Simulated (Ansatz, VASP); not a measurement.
# Cross-check of SiC (Moissanite 3C) between VASP and Ansatz

Wanted: the spread between two codes on one cell, functional and k mesh. The cell is a member of a volume series, scaled by 0.985 from a relaxed one, so a pressure remains. Other levels of theory on this material are compared in a session of their own.

Method: plane waves, with VASP 6.6.1 beside it; single point at PBEsol, in Ansatz 0.2.0.

### 1. Set-up

Symmetry: F-43m, No. 216, cubic system. The conventional cell has a = 4.337 Å, b = 4.337 Å, c = 4.337 Å, α = 90.00°, β = 90.00°, γ = 90.00°. Nearest to Si lie 4 C at 1.88 Å. Nearest to C lie 4 Si at 1.88 Å. Farther neighbours are not listed.

As a file:

```xyz
2
Lattice="0.0000 2.1687 2.1687 2.1687 0.0000 2.1687 2.1687 2.1687 0.0000" Properties=species:S:1:pos:R:3 pbc="T T T"
Si    0.0000    0.0000    0.0000
C     3.2530    3.2530    3.2530
```

### 2. VASP: single point, PBEsol, volume scaled by 0.985

With cell and atoms fixed, the geometry can't cause a difference; cores, projectors, grids and the points listed under the comparison can.

Lines of VASP's logs that name or quote its potential files are left out, and so is its time.

The input asks for a relaxation, which ended at its first step since no free force or stress exceeded the threshold; so it serves as a single point.

INCAR

```
SYSTEM = SiC
PREC = Accurate
ENCUT = 520
EDIFF = 1E-06
NELM = 100
ISMEAR = 0
SIGMA = 0.03
LREAL = .FALSE.
ALGO = Normal
GGA = PS
NBANDS = 10
LORBIT = 11
LWAVE = .FALSE.
LCHARG = .FALSE.
KPAR = 4
IBRION = 2
NSW = 30
ISIF = 4
EDIFFG = -0.01
```

POSCAR

```
SiC
1.0
    0.0000000000      2.1686626725      2.1686626725
    2.1686626725      0.0000000000      2.1686626725
    2.1686626725      2.1686626725      0.0000000000
Si C
1 1
Direct
    0.0000000000      0.0000000000      0.0000000000
    0.7500000000      0.7500000000      0.7500000000
```

KPOINTS

```
Automatic mesh
0
Gamma
8 8 8
0 0 0
```

Potentials, in the order of the species: Si and C (PBE family, release 64).

Started as:

```console
mpirun -np 4 vasp_std
```

Numbers of over 12 decimals in the logs are rounded to 6 here.

The log of the run:

```text
[banner, memory and clock lines left out]
running    4 mpi-ranks, on    1 nodes
 distrk:  each k-point on    1 cores,    4 groups
 distr:  one band on    1 cores,    1 groups

 POSCAR found type information on POSCAR SiC
 POSCAR found :  2 types and       2 ions
|                                                                             |
|               ----> ADVICE to this user running VASP <----                  |
|                                                                             |
|     You enforced a specific xc type in the INCAR file but a different       |
|     [... a line on the potential file left out ...]
|     I HOPE YOU KNOW WHAT YOU ARE DOING!                                     |
|                                                                             |

 LDA part: xc-table for (Slater+PW92), standard interpolation
 POSCAR, INCAR and KPOINTS ok, starting setup
 FFT: planning ... GRIDC
 FFT: planning ... GRID_SOFT
 FFT: planning ... GRID
 WAVECAR not read
 entering main loop
       N       E                     dE             d eps       ncg     rms          rms(c)
DAV:   1     0.135943030699E+01    0.13594E+01   -0.41092E+03   612   0.673E+02
DAV:   2    -0.171908355903E+02   -0.18550E+02   -0.17756E+02   746   0.107E+02
DAV:   3    -0.177470891098E+02   -0.55625E+00   -0.55550E+00   678   0.163E+01
DAV:   4    -0.177493432398E+02   -0.22541E-02   -0.22540E-02   668   0.131E+00
DAV:   5    -0.177493540637E+02   -0.10824E-04   -0.10824E-04   672   0.825E-02    0.889E+00
DAV:   6    -0.159955066938E+02    0.17538E+01   -0.62990E+00   606   0.121E+01    0.400E+00
DAV:   7    -0.159250521397E+02    0.70455E-01   -0.38151E-01   694   0.376E+00    0.179E+00
DAV:   8    -0.159106182281E+02    0.14434E-01   -0.21716E-02   602   0.101E+00    0.159E-01
DAV:   9    -0.159104464881E+02    0.17174E-03   -0.15197E-03   720   0.222E-01    0.110E-01
DAV:  10    -0.159104892133E+02   -0.42725E-04   -0.10618E-04   630   0.710E-02    0.233E-02
DAV:  11    -0.159104894261E+02   -0.21276E-06   -0.10413E-05   664   0.193E-02    0.497E-03
DAV:  12    -0.159104896611E+02   -0.23498E-06   -0.48108E-07   308   0.477E-03
   1 F= -.15910490E+02 E0= -.15910490E+02  d E =-.159105E+02
 curvature:   0.00 expect dE= 0.000E+00 dE for cont linesearch  0.000E+00
 trial: gam= 0.00000 g(F)=  0.604E-48 g(S)=  0.246E-33 ort = 0.000E+00 (trialstep = 0.100E+01)
 search vector abs. value=  0.100E-09
 reached required accuracy - stopping structural energy minimisation
```

Parts of OUTCAR (step 2):

```text
ion  position               nearest neighbor table
   1  0.000  0.000  0.000-   2 1.88   2 1.88   2 1.88   2 1.88
   2  0.750  0.750  0.750-   1 1.88   1 1.88   1 1.88   1 1.88

  LATTYP: Found a face centered cubic cell.
 ALAT       =     4.3373253450

 Subroutine GETGRP returns: Found 24 space group operations
 (whereof 24 operations were pure point group operations)

The static configuration has the point symmetry T_d .

 Found     29 irreducible k-points:

   k-points           NKPTS =     29   k-points in BZ     NKDIM =     29   number of bands    NBANDS=     10

   dimension x,y,z NGX =    24 NGY =   24 NGZ =   24
   dimension x,y,z NGXF=    48 NGYF=   48 NGZF=   48

   ENCUT  =  520.0 eV  38.22 Ry    6.18 a.u.   5.70  5.70  5.70*2*pi/ulx,y,z

   NELECT =       8.0000    total number of electrons

 k-points in reciprocal lattice and weights: Automatic mesh
   0.00000000  0.00000000  0.00000000       0.002
   0.12500000  0.00000000  0.00000000       0.016
   0.25000000  0.00000000  0.00000000       0.016
   0.37500000  0.00000000  0.00000000       0.016
   0.50000000  0.00000000  0.00000000       0.008
   0.12500000  0.12500000  0.00000000       0.012
   0.25000000  0.12500000  0.00000000       0.047
   0.37500000  0.12500000  0.00000000       0.047
   0.50000000  0.12500000  0.00000000       0.047
[...]
-0.37500000  0.50000000  0.12500000       0.023
  -0.25000000  0.50000000  0.25000000       0.012

 average (electrostatic) potential at core
       1 -79.9183       2 -44.7509

 E-fermi :   8.3537

 k-point     1 :       0.0000    0.0000    0.0000
  band No.  band energies     occupation
      1      -7.3188      2.00000
      2       8.2186      2.00000
      3       8.2186      2.00000
      4       8.2186      2.00000
      5      14.5716      0.00000
      6      15.5590      0.00000
      7      15.5590      0.00000
      8      15.5590      0.00000
      9      22.7579      0.00000
    ...

 k-point     2 :       0.1250    0.0000    0.0000
  band No.  band energies     occupation
      1      -7.0094      2.00000
      2       6.7213      2.00000
      3       8.0156      2.00000
      4       8.0156      2.00000
      5      14.7656      0.00000
      6      15.9143      0.00000
      7      15.9143      0.00000
      8      16.1222      0.00000
      9      21.4896      0.00000
    ...

 k-point     3 :       0.2500    0.0000    0.0000
  band No.  band energies     occupation
      1      -6.1033      2.00000
      2       3.8778      2.00000
      3       7.6073      2.00000
      4       7.6073      2.00000
      5      14.2685      0.00000
      6      16.1442      0.00000
      7      16.1442      0.00000
      8      17.6202      0.00000
      9      21.3255      0.00000
    ...

  Total        0.4371259      0.4371259      0.4371259     -0.0000000      0.0000000      0.0000000
  in kB       34.3329504     34.3329504     34.3329504     -0.0000000      0.0000000      0.0000000
  external PRESSURE =      34.3329504 kB  Pullay stress =       0.0000000 kB

  energy-cutoff  :      520.00
  volume of cell :       20.40
      direct lattice vectors                 reciprocal lattice vectors
     0.000000000  2.168662672  2.168662672    -0.230556834  0.230556834  0.230556834
     2.168662672  0.000000000  2.168662672     0.230556834 -0.230556834  0.230556834
     2.168662672  2.168662672  0.000000000     0.230556834  0.230556834 -0.230556834

 POSITION                                       TOTAL-FORCE (eV/Angst)
 -----------------------------------------------------------------------------------
      0.00000      0.00000      0.00000        -0.000000      0.000000      0.000000
      3.25299      3.25299      3.25299         0.000000     -0.000000     -0.000000
 -----------------------------------------------------------------------------------
    total drift:                               -0.000000     -0.000000     -0.000000

  FREE ENERGIE OF THE ION-ELECTRON SYSTEM (eV)
  ---------------------------------------------------
  free  energy   TOTEN  =       -15.9104896611 eV

  energy  without entropy=      -15.9104896611  energy(sigma->0) =      -15.91048966

 reached required accuracy - stopping structural energy minimisation

 total charge
# of ion       s       p       d       tot
------------------------------------------
    1        0.710   0.984   0.000   1.694
    2        0.834   1.713   0.000   2.547
--------------------------------------------------
tot          1.544   2.697   0.000   4.241

[... 3 further parts left out ...]
```

### 3. Ansatz: single point, PBEsol, volume scaled by 0.985

Ansatz runs on its default PAW (the set named soft_2) files.

The same cell, functional, mesh and smearing now go to Ansatz, which takes its cutoff from its data sets.

input.yaml

```yaml
crystal:
  lattice:
    - [0.0, 2.16866267, 2.16866267]
    - [2.16866267, 0.0, 2.16866267]
    - [2.16866267, 2.16866267, 0.0]
  atoms:
    - { symbol: Si, position: [0.0, 0.0, 0.0] }
    - { symbol: C, position: [0.75, 0.75, 0.75] }
hamiltonian:
  xc: pbesol
  pseudopotentials: { kind: paw }
kpoints:
  mp_grid: { grid: [8, 8, 8] }
scf:
  occupations: { method: gaussian, width: 0.03 }
  n_extra_bands: 4
output:
  forces: true
  stress: true
  eigenvalues: true
```

Started as:

```console
ansatz run input.yaml --threads 2 --pin off --max-ram 4608MiB --backend cpu --events-out ev --progress --plain --runs-dir out
```

The log of the run:

```text
scf.n_extra_bands = 4 over 4 filled bands (N_el = 8.0): the run solves 8 bands
Engine: ansatz 0.2.0, aarch64-unknown-linux-gnu
Pseudopotentials: kind: paw
Pseudopotential: Si, paw, valence charge 4, recommended cutoff 420 eV (normal), Si.paw.azcp
Pseudopotential: C, paw, valence charge 4, recommended cutoff 420 eV (normal), C.paw.azcp
Functional definition: PBEsol
  exchange = pbesol_x
  correlation = pbesol_c
Crystal: 2 atoms, lattice volume = 20.399 Å³
Basis set: ecut = 420 eV, 411 PW (Γ), exchange–correlation on 48×48×48 points (8 copies of the dense FFT grid, shifted against one another)
Bands: 8, of which v1, the nominal top of the filled ones, is band 4 counted from 1 (3 counted from 0)
Symmetry: 24 space group operations
Space group: F-43m (ITA 216), of the structure as read, at distance tolerance 2.7e-5 Å
k-points: 29 of 512 (time reversal used)
Non-local potential: Si, projectors of the file, l = 0: 2, l = 1: 2, l = 2: 2
Non-local potential: C, projectors of the file, l = 0: 2, l = 1: 2, l = 2: 1
PAW form: soft (Blöchl's): semilocal exchange-correlation on the pseudo side does not see the compensation charge
PAW frozen core: Si, regenerated for the run's functional, and the local potential with it (the file was generated under x = pbe(κ = 0.804, μ = 0.219515), c = pbe(β = 0.066725))
PAW frozen core: C, regenerated for the run's functional, and the local potential with it (the file was generated under x = pbe(κ = 0.804, μ = 0.219515), c = pbe(β = 0.066725))
PAW one-centre angular grid: Si, 110 points (default); XC on 64 Gauss nodes
PAW one-centre angular grid: C, 110 points (default); XC on 64 Gauss nodes
Initial density: superposition of atomic densities (neutral atoms: chi_scale 0, normalization atom), corrected by the library's trained network
Initial wavefunctions: pseudopotential atomic-orbital guess
Functional: x = pbesol(κ = 0.804, μ = 0.123457), c = pbesol(β = 0.046)
SCF iter   1: F=—  HF=-868.706778 eV  |F-HF|=—  |Δ(HF+E_count)|=         —  Δρ=8.03e-3  dr2=1.57e-2  ethr=1.77e-3  ⟨swp⟩=5.9  Hψ=1911  notcnv=0
preconditioner: auto → none  [insulator: Δε(μ)=1.127 eV  Ē_g=14.079 eV  σ=0.030 eV  W_gap=1.00  n_scr=0 (ndim 8)  ℏωp=23.3 eV  f_vac=0.000  D(μ)=0.00/eV (n_scr^D=0)  ε∞_Penn≈3.7]
SCF iter   2: F=—  HF=-868.702443 eV  |F-HF|=—  |Δ(HF+E_count)|=   4.33e-3  Δρ=2.29e-3  dr2=8.55e-4  ethr=1.96e-4  ⟨swp⟩=2.5  Hψ=622  notcnv=0
SCF iter   3: F=—  HF=-868.702208 eV  |F-HF|=—  |Δ(HF+E_count)|=   2.35e-4  Δρ=7.29e-4  dr2=6.68e-5  ethr=1.07e-5  ⟨swp⟩=2.7  Hψ=346  notcnv=0
SCF iter   4: F=—  HF=-868.702209 eV  |F-HF|=—  |Δ(HF+E_count)|=   1.18e-6  Δρ=1.00e-4  dr2=8.73e-7  ethr=8.35e-7  ⟨swp⟩=2.0  Hψ=345  notcnv=0
iter 5 did not close the SCF: its close was put off for the readings that it lacked (scf_convergence_deferred on its scf_iter line)
SCF iter   5: F=-868.702210 eV  HF=-868.702210 eV  |F-HF|=3.87e-9  |Δ(HF+E_count)|=   6.03e-7  Δρ=6.80e-6  dr2=7.93e-9  ethr=1.09e-8  ⟨swp⟩=2.2  Hψ=328  notcnv=0
SCF iter   6: F=-868.702210 eV  HF=-868.702210 eV  |F-HF|=5.68e-12  |Δ(HF+E_count)|=   1.21e-9  Δρ=1.74e-6  dr2=3.64e-10  ethr=9.91e-11  ⟨swp⟩=1.9  Hψ=705  notcnv=0
SCF 1 converged in 6 iterations: F = -868.702210 eV  dr2 = 3.64e-10
  greatest PAW one-centre occupation: 0.644 electrons in one spin orbital (limit 2), on the C atom at site 1 (counted from 0), in its partial waves of l = 0
SCF converged after 6 iterations
Free energy (F): -868.702210 eV
Harris-Foulkes:  -868.702210 eV  (|F-HF|=5.68e-12)
Internal energy: -868.702210 eV  (E = F + TS)
E sigma→0 (E₀):  -868.702210 eV
Fermi energy:    10.214782 eV
--- Per-component energies (eV) ---
  E_band       = 29.224266
  E_kinetic    = 136.043007
  E_local      = -102.944639  (includes V_loc(G=0)·N_el)
  E_nonlocal   = 52.167047
  E_hartree    = 31.405185
  E_xc         = -104.872600
  E_vxc        = -109.471598  (∫ρ·V_xc dr)
  E_paw        = -594.411631  (= ΣΔE_a)
  E_vpaw       = -9.379852  (= ΣTr[D̂ρ^β])
  E_aug_tail   = 0.000015  (compensation charges beyond the density's cutoff)
  E_ewald      = -286.141254
  E_core_change = 0.052661  (= ΣΔE_core)
  E_smearing   = -0.000000  (= −TS)
  E_closure    = 0.000000  (closes the sum)
  Σ components = -868.702210   (vs F -868.702210, Δ=0.00e0)
--- Forces (eV/Å), atoms counted from 1 ---
  atom   1  Si    -0.00000000     0.00000000     0.00000000
  atom   2  C      0.00000000     0.00000000    -0.00000000
  max |Σ_I F_I| component: 1.85e-16 eV/Å
--- Stress (GPa, compression-positive) ---
        3.066355      -0.000000       0.000000
       -0.000000       3.066355       0.000000
        0.000000       0.000000       3.066355
  P = ⅓ Tr σ = 3.0664 GPa (30.664 kbar)
--- Band table (eV; the first three rows and the last of 29) ---
  k-point 0: bands = ["-5.9346", "9.5997", "9.5997", "9.5997", "15.9322", "16.9402", "16.9402", "16.9402"]
  k-point 1: bands = ["-5.6252", "8.1031", "9.3970", "9.3970", "16.1355", "17.2953", "17.2953", "17.4948"]
  k-point 2: bands = ["-4.7192", "5.2602", "8.9882", "8.9882", "15.6419", "17.5261", "17.5261", "18.9907"]
  k-point 28: bands = ["-0.5521", "2.5372", "4.4857", "4.8006", "14.7397", "19.0784", "19.1664", "19.2913"]
```

Wall time 0.4 s (2 threads of Arm Neoverse V2, shared host); peak memory 0.23 GiB; 0.7 s of CPU time.

The run ends at a pressure of 3.07 GPa.

### 4. Side by side

Known differences besides the potentials themselves: the cutoff is 420 eV in Ansatz and 520 eV in VASP; Ansatz makes its cores anew for this functional, VASP keeps those of its PBE data sets; VASP leaves aspherical gradient terms in its spheres out (LASPH is not set), Ansatz keeps them. Total energies have different zeros and are not compared.

The two programs side by side:

```csv
quantity,Ansatz,VASP,difference
pressure (GPa),3.07,3.43,-0.37
pressure without Ansatz's Pulay correction (GPa),2.76,3.43,-0.67
gap on the k mesh (eV),1.230,1.220,+0.010
```

A gap on the mesh is an upper bound, since the band edges may lie between its points. Ansatz's pressure holds a Pulay correction of 0.30 GPa; VASP's holds none.

### 5. Summary of results

| Property | Result |
| --- | --- |
| difference in gap on the k mesh (single point, PBEsol, volume scaled by 0.985) | 0.010 eV |

**Reading.** The difference in gap on the k mesh is 0.010 eV (single point, PBEsol, volume scaled by 0.985), within the 0.08 eV picked in this series as the mark of a large difference. 5 further runs of this series are not shown here. Such differences can come from data sets, numerical settings and the points named under the comparisons, not from the functional's error against experiment.

[Lines on the potential files, build, host, timing and source positions are cut from VASP's logs without a mark.]

[Logs are printed without paths, hosts, clocks, repeated set-up lines and the standing remarks that a program may print on its own settings, such as how far it seeks lower states.]

[Hosts, paths, dates, database ids (printed as entryN), source tags and the programs' standing remarks are cut or masked in the printed files.]
